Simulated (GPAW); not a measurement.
The system is Mg.

```
CELL_PARAMETERS angstrom
-1.83599 1.83599 1.67940
1.83599 -1.83599 1.67940
1.83599 1.83599 -1.67940
ATOMIC_POSITIONS crystal
Mg 0.00000 0.00000 0.00000
```

This isn't the form of Mg at room conditions, which is hcp.

| Item | Value |
| --- | --- |
| Program | GPAW 26.7.0 |
| Task | single point |
| Functional | PBE |
| Potentials or basis | GPAW PAW data sets (gpaw-data 1.2.1) |
| Cutoff | 800 eV |
| Basis | pw |
| k mesh | 11 × 11 × 11 |
| Occupations | fermi-dirac, width 0.05 eV |
| Spin | no spin polarisation |

On this cell: pressure 0.5 GPa; band gap on the k mesh none (metal or under the smearing width).

The same run follows on a disturbed copy (cell strained at random at fixed volume):

```
CELL_PARAMETERS angstrom
-1.78838 1.82401 1.69227
1.82438 -1.82503 1.73276
1.79404 1.83070 -1.69339
ATOMIC_POSITIONS crystal
Mg 0.00166 0.01882 0.01069
```

**Question.** What changes?

**Answer.** The energy (extrapolated to zero smearing) moves by -0.4 meV/atom; pressure 0.4 GPa; band gap on the k mesh none (metal or under the smearing width).

Stress tensor (GPa, compression positive):
```
 0.38 -0.06 -0.74
-0.06 -0.02  0.01
-0.74  0.01  0.77
```
